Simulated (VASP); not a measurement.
# Pt (Fm-3m) in VASP: settings compared, part 2 of 2

VASP 6.6.1.

## Step 4: Relaxation of cell and atoms, r2SCAN

This run uses another cell than the first one, of 15.33 Å³/atom, 1.021 times its volume.

Input file INCAR:

```
SYSTEM = Pt
PREC = Accurate ; ENCUT = 600
EDIFF = 1E-7 ; ISMEAR = 1
SIGMA = 0.1 ; LREAL = .False.
LASPH = .True. ; NELM = 80
ALGO = Normal ; ISIF = 3
LWAVE = .False. ; LCHARG = .False.
METAGGA = R2SCAN ; LMIXTAU = .True.
IBRION = 2 ; NSW = 90
EDIFFG = -0.005
```

Input file KPOINTS:

```
regular mesh
0
Gamma
  16 16 16
  0 0 0
```

Input file POSCAR:

```
Pt                                      
1.0
   -0.0000000000      1.9715016980      1.9715016980
    1.9715016980      0.0000000000      1.9715016980
    1.9715016980      1.9715016980      0.0000000000
  Pt            
     1
Direct
     0.0000000000000000    0.0000000000000000    0.0000000000000000
```

Potentials or basis: VASP PAW PBE potentials, release 64 (Pt).

Started as:

```console
cat potpaw_PBE.64/Pt/POTCAR > POTCAR
mpirun -np 1 vasp_std > vasp.out
```

OUTCAR:

```text
SYSTEM = Pt
   PREC = Accurate
   ENCUT = 600
   EDIFF = 1E-7
   ISMEAR = 1
   LREAL = .False.
   LASPH = .True.
   NELM = 80
   ISIF = 3
   METAGGA = R2SCAN
   IBRION = 2
   NSW = 90
   EDIFFG = -0.005

 ion  position               nearest neighbor table
   1  0.000  0.000  0.000-

  LATTYP: Found a face centered cubic cell.
 ALAT       =     3.9430033960

  Lattice vectors:

 A1 = (   0.0000000000,   1.9715016980,   1.9715016980)
 A2 = (   1.9715016980,   0.0000000000,   1.9715016980)
 A3 = (   1.9715016980,   1.9715016980,   0.0000000000)

Analysis of symmetry for initial positions (statically):
=====================================================================
 Subroutine PRICEL returns:
 Original cell was already a primitive cell.

 Routine SETGRP: Setting up the symmetry group for a
 face centered cubic supercell.

 Subroutine GETGRP returns: Found 48 space group operations
 (whereof 48 operations were pure point group operations)
 out of a pool of 48 trial point group operations.

The static configuration has the point symmetry O_h .

Analysis of symmetry for dynamics (positions and initial velocities):
=====================================================================
 Subroutine PRICEL returns:
 Original cell was already a primitive cell.

 Routine SETGRP: Setting up the symmetry group for a
 face centered cubic supercell.

 Subroutine GETGRP returns: Found 48 space group operations
 (whereof 48 operations were pure point group operations)
 out of a pool of 48 trial point group operations.

The dynamic configuration has the point symmetry O_h .

 Subroutine INISYM returns: Found 48 space group operations
 (whereof 48 operations are pure point group operations),
 and found     1 'primitive' translations

----------------------------------------------------------------------------------------

                                     Primitive cell

  volume of cell :      15.3257

  direct lattice vectors                    reciprocal lattice vectors
     0.000000000  1.971501698  1.971501698    -0.253613781  0.253613781  0.253613781
     1.971501698  0.000000000  1.971501698     0.253613781 -0.253613781  0.253613781
     1.971501698  1.971501698  0.000000000     0.253613781  0.253613781 -0.253613781

  length of vectors
     2.788124440  2.788124440  2.788124440     0.439271954  0.439271954  0.439271954

  position of ions in fractional coordinates (direct lattice)
     0.000000000  0.000000000  0.000000000

  ion indices of the primitive-cell ions
   primitive index   ion index
                 1           1

----------------------------------------------------------------------------------------

 KPOINTS: regular mesh

Automatic generation of k-mesh.
 Grid dimensions read from file:
 generate k-points for:   16   16   16

 Generating k-lattice:

  Cartesian coordinates                     Fractional coordinates (reciprocal lattice)
    -0.015850861  0.015850861  0.015850861     0.062500000  0.000000000  0.000000000
     0.015850861 -0.015850861  0.015850861     0.000000000  0.062500000  0.000000000
     0.015850861  0.015850861 -0.015850861     0.000000000  0.000000000  0.062500000
[... 41 lines left out ...]
   total plane-waves  NPLWV =  13824
   dimension x,y,z NGX =    24 NGY =   24 NGZ =   24
   dimension x,y,z NGXF=    48 NGYF=   48 NGZF=   48
   ions per type =               1
   NGX,Y,Z   is equivalent  to a cutoff of  14.31, 14.31, 14.31 a.u.
   NGXF,Y,Z  is equivalent  to a cutoff of  28.62, 28.62, 28.62 a.u.
 SYSTEM =  Pt
   PREC   = accura    normal or accurate (medium, high low for compatibility)
   ISTART =      0    job   : 0-new  1-cont  2-samecut
   ICHARG =      2    charge: 1-file 2-atom 10-const
   ISPIN  =      1    spin polarized calculation?
   LNONCOLLINEAR =      F non collinear calculations
   LSORBIT =      F    spin-orbit coupling
   LASPH  =      T    aspherical Exc in radial PAW
   ENCUT  =  600.0 eV  44.10 Ry    6.64 a.u.   5.57  5.57  5.57*2*pi/ulx,y,z
   NELM   =     80;   NELMIN=  2; NELMDL= -5     # of ELM steps
   EDIFF  = 0.1E-06   stopping-criterion for ELM
   LREAL  =      F    real-space projection
   EDIFFG = -.5E-02   stopping-criterion for IOM
   NSW    =     90    number of steps for IOM
   IBRION =      2    ionic relax: 0-MD 1-quasi-New 2-CG
   NFREE  =      1    steps in history (QN), initial steepest desc. (CG)
   ISIF   =      3    stress and relaxation
   ISYM   =      2    0-nonsym 1-usesym 2-fastsym
   POTIM  = 0.5000    time-step for ionic-motion
   TEBEG  =    0.0;   TEEND  =   0.0 temperature during run
   PSTRESS=    0.0 pullay stress
   NELECT =      10.0000    total number of electrons
   NUPDOWN=      -1.0000    fix difference up-down
   EMIN   =  10.00;   EMAX   =-10.00  energy-range for DOS
   EFERMI =   0.00;   METHOD = LEGACY
   ISMEAR =     1;   SIGMA  =   0.10  broadening in eV -4-tet -1-fermi 0-gaus
   EFERMI_NEDOS =   21; number of points for ismear=-14 and -15
   IALGO  =     38    algorithm
   IMIX   =      4    mixing-type and parameters
     AMIX     =   0.40;   BMIX     =  1.00
     AMIX_MAG =   1.60;   BMIX_MAG =  1.00
  volume/ion in A,a.u.               =      15.33       103.42
  Fermi-wavevector in a.u.,A,eV,Ry     =   1.419932  2.683283 27.432177  2.016208
  Thomas-Fermi vector in A             =   2.540901
   LORBIT       =      0    0 simple, 1 ext, 2 COOP (PROOUT), +10 PAW based schemes
   METAGGA = R2SCAN    functional components
   LHFCALC =     F    Hartree Fock is set to
   AEXX    =    0.0000 exact exchange contribution
   IVDW    =     0    specifies the selected vdW correction
   LEPSILON=     F    determine dielectric tensor
   LRPA    =     F    only Hartree local field effects (RPA)
 conjugate gradient relaxation of ions
 non-spin polarized calculation
 Methfessel and Paxton  Order N= 1 SIGMA  =   0.10
  energy-cutoff  :      600.00
  volume of cell :       15.33
 maximum number of plane-waves:       532
 NGX is ok and might be reduce to    24
   NGX = 11   NGY = 11   NGZ = 11

--------------------------------------- Ionic step        1  -------------------------------------------

 number of electron      10.0000001 magnetization

 Free energy of the ion-electron system (eV)
  ---------------------------------------------------
  ext. energy  EPLUGINS =         0.00000000
  ---------------------------------------------------
  free energy    TOTEN  =       -51.49673287 eV

  energy without entropy =      -51.49576390  energy(sigma->0) =      -51.49640988

------------------------ aborting loop because EDIFF is reached ----------------------------------------

  FORCE on cell =-STRESS in cart. coord.  units (eV):
  Direction    XX          YY          ZZ          XY          YZ          ZX
  --------------------------------------------------------------------------------------
  -------------------------------------------------------------------------------------
  Total       -0.0051337     -0.0051337     -0.0051337      0.0000000      0.0000000     -0.0000000
  in kB       -0.5366807     -0.5366807     -0.5366807      0.0000000      0.0000000     -0.0000000
  external PRESSURE =      -0.5366807 kB  Pullay stress =       0.0000000 kB
[... 57 lines left out ...]
--------------------------------------- Ionic step        3  -------------------------------------------

 number of electron      10.0000001 magnetization

 Free energy of the ion-electron system (eV)
  ---------------------------------------------------
  ext. energy  EPLUGINS =         0.00000000
  ---------------------------------------------------
  free energy    TOTEN  =       -51.49673370 eV

  energy without entropy =      -51.49576604  energy(sigma->0) =      -51.49641114

 E-fermi :  10.6783     XC(G=0): -14.5265

 val. band max:       10.6664538020   @ k =  -0.2500   0.1250   0.0000
 cond. band min:      10.6854299141   @ k =  -0.3750   0.3750   0.0625
 fundamental gap:      0.0189761121
 Fermi energy:        10.6782565293

 k-point     1 :       0.0000    0.0000    0.0000
  band No.  band energies     occupation
      1       0.3990      2.00000
      2       6.8901      2.00000
      3       6.8901      2.00000
      4       6.8901      2.00000
      5       8.9969      2.00000
      6       8.9969      2.00000
      7      26.2399      0.00000
      8      31.3191      0.00000
      9      31.3191      0.00000
[... 265 lines left out ...]
 k-point    24 :      -0.0625    0.0625    0.0000
  band No.  band energies     occupation
      1       0.8242      2.00000
      2       6.6888      2.00000
      3       7.0423      2.00000
      4       7.0871      2.00000
      5       8.8062      2.00000
      6       9.0263      2.00000
      7      26.8680      0.00000
      8      29.7094      0.00000
      9      31.3546      0.00000

 [... further k-points ...]
[... 5 lines left out ...]
  --------------------------------------------------------------------------------------
  -------------------------------------------------------------------------------------
  Total        0.0029389      0.0029389      0.0029389      0.0000000      0.0000000      0.0000000
  in kB        0.3073264      0.3073264      0.3073264      0.0000000      0.0000000      0.0000000
  external PRESSURE =       0.3073264 kB  Pullay stress =       0.0000000 kB
[... 16 lines left out ...]
  FREE ENERGIE OF THE ION-ELECTRON SYSTEM (eV)
  ---------------------------------------------------
  free  energy   TOTEN  =       -51.4967336967 eV

  energy  without entropy=      -51.4957660394  energy(sigma->0) =      -51.49641114

 reached required accuracy - stopping structural energy minimisation
```

Wall time 2.2 min (1 thread of Intel Xeon Platinum 8259CL at 2.50GHz (Skylake/Cascade Lake), shared host); peak memory 0.17 GiB.

What came out:

- Free energy: -51.4967 eV
- Relaxed volume: 15.32 Å³/atom
- Relaxed cell: a = 2.788 Å, b = 2.788 Å, c = 2.788 Å, α = 60.00°, β = 60.00°, γ = 60.00°
- Space group after relaxing (to 0.05 Å): Fm-3m (No. 225)
- Energy gained by relaxing: 0.0 meV/atom
- Ionic steps: 3
- Pressure after relaxing: 0.0 GPa
- Band gap on the k mesh: none (metal or under the smearing width)

Final structure:
```xyz
1
Lattice="0.0000 1.9713 1.9713 1.9713 0.0000 1.9713 1.9713 1.9713 0.0000" Properties=species:S:1:pos:R:3 pbc="T T T"
Pt    0.0000    0.0000    0.0000
```

Caveat: the PAW data sets were made with another functional, which shifts forces and pressure a little. Spin-orbit coupling is left out, which matters for the levels of Pt.

## Step 5: Relaxation of cell and atoms, PBEsol

This run uses another cell than the first one, of 15.08 Å³/atom, 1.005 times its volume.

Input file INCAR:

```
SYSTEM = Pt
ALGO     = Normal         ! electronic algorithm
EDIFF    = 1E-6           ! SCF threshold, eV
EDIFFG   = -0.01          ! ionic threshold
ENCUT    = 600            ! plane-wave cutoff, eV
GGA      = PS             ! functional
IBRION   = 2              ! ionic algorithm
ISIF     = 3              ! what is computed and relaxed
ISMEAR   = 1              ! smearing method
KPAR     = 4            
LASPH    = .True.         ! aspherical terms in the spheres
LCHARG   = .False.        ! write CHGCAR
LREAL    = .False.        ! projectors in reciprocal space
LWAVE    = .False.        ! write WAVECAR
NELM     = 80             ! most SCF steps
NSW      = 90             ! ionic steps
PREC     = Accurate       ! precision mode
SIGMA    = 0.1            ! smearing width, eV
```

Input file KPOINTS:

```
k-points
0
Gamma
  16 16 16
  0 0 0
```

Input file POSCAR:

```
Pt
1.0
    0.0000000000      1.9609000000      1.9609000000
    1.9609000000      0.0000000000      1.9609000000
    1.9609000000      1.9609000000      0.0000000000
Pt
1
Direct
    0.0000000000      0.0000000000      0.0000000000
```

Started as:

```console
cat potpaw_PBE.64/Pt/POTCAR > POTCAR
mpirun -np 4 vasp_std > vasp.out
```

Run time: 22 s. Hardware: 4 MPI ranks of Intel Xeon Platinum 8488C (Sapphire Rapids), shared host; peak memory 0.15 GiB.

Results (log left out):

```
Free energy                            : -6.9619 eV
Relaxed volume                         : 15.01 Å³/atom
Relaxed cell                           : a = 2.769 Å, b = 2.769 Å, c = 2.769 Å, α = 60.00°, β = 60.00°, γ = 60.00°
Space group after relaxing (to 0.05 Å) : Fm-3m (No. 225)
Energy gained by relaxing              : 0.3 meV/atom
Ionic steps                            : 3
Pressure after relaxing                : 0.0 GPa
Band gap on the k mesh                 : none (metal or under the smearing width)
```

Step by step:
| step | energy change (eV) | largest force (eV/Å) | pressure (GPa) | volume (Å³) |
| --- | --- | --- | --- | --- |
| 1 | 0.0000 | 0.0000 | -1.30 | 15.08 |
| 2 | 0.0021 | 0.0000 | 3.99 | 14.81 |
| 3 | -0.0003 | 0.0000 | 0.00 | 15.01 |

Final structure:
```yaml
crystal:
  lattice:
    - [0.00000, 1.95794, 1.95794]
    - [1.95794, 0.00000, 1.95794]
    - [1.95794, 1.95794, 0.00000]
  atoms:
    - { symbol: Pt, position: [0.00000, 0.00000, 0.00000] }
```

Levels at points of the mesh, in eV from the Fermi level:
```tsv
k point	band 3	band 4	band 5	band 6	band 7	band 8
(0.00, 0.00, 0.00)	-3.81	-3.81	-1.62	-1.62	14.64	19.62
(0.50, 0.00, 0.00)	-3.87	-0.54	0.07	0.07	5.86	14.19
(0.50, 0.50, 0.00)	0.04	0.52	0.52	1.73	8.90	11.38
```

Caveat: the PAW data sets were made with another functional, which shifts forces and pressure a little.

## Step 6: Relaxation of cell and atoms, PBEsol

INCAR: that of step 5 with these lines changed.

```diff
@@ -2,4 +2,4 @@
 ALGO     = Normal         ! electronic algorithm
-EDIFF    = 1E-6           ! SCF threshold, eV
-EDIFFG   = -0.01          ! ionic threshold
+EDIFF    = 1E-7           ! SCF threshold, eV
+EDIFFG   = -0.005         ! ionic threshold
 ENCUT    = 600            ! plane-wave cutoff, eV
```

KPOINTS is that of step 5.

Input file POSCAR:

```
Pt                                      
1.0
    0.0000000000      1.9579378803      1.9579378803
    1.9579378803      0.0000000000      1.9579378803
    1.9579378803      1.9579378803     -0.0000000000
  Pt            
     1
Direct
     0.0000000000000000    0.0000000000000000    0.0000000000000000
```

Potentials or basis: VASP PAW PBE potentials, release 64 (Pt).

Started as:

```console
cat potpaw_PBE.64/Pt/POTCAR > POTCAR
mpirun -np 4 vasp_std > vasp.out
```

It took 11 s on 4 MPI ranks of Intel Xeon Platinum 8488C (Sapphire Rapids), shared host; peak memory 0.14 GiB.

The run converged. Its results:

```yaml
Free_energy: -6.9619 eV
Pressure_after_relaxing: 0.0 GPa
Band_gap_on_the_k_mesh: none (metal or under the smearing width)
```

Final structure:
```xyz
1
Lattice="0.0000 1.9579 1.9579 1.9579 0.0000 1.9579 1.9579 1.9579 0.0000" Properties=species:S:1:pos:R:3 pbc="T T T"
Pt    0.0000    0.0000    0.0000
```

Levels at points of the mesh, in eV from the Fermi level:
```tsv
k point	band 3	band 4	band 5	band 6	band 7	band 8
(0.00, 0.00, 0.00)	-3.81	-3.81	-1.62	-1.62	14.64	19.62
(0.50, 0.00, 0.00)	-3.87	-0.54	0.07	0.07	5.86	14.19
(0.50, 0.50, 0.00)	0.04	0.52	0.52	1.73	8.90	11.38
```

Caveat: the relaxation stopped at its first step, so nothing moved; the PAW data sets were made with another functional, which shifts forces and pressure a little. Spin-orbit coupling is left out, which matters for the levels of Pt.
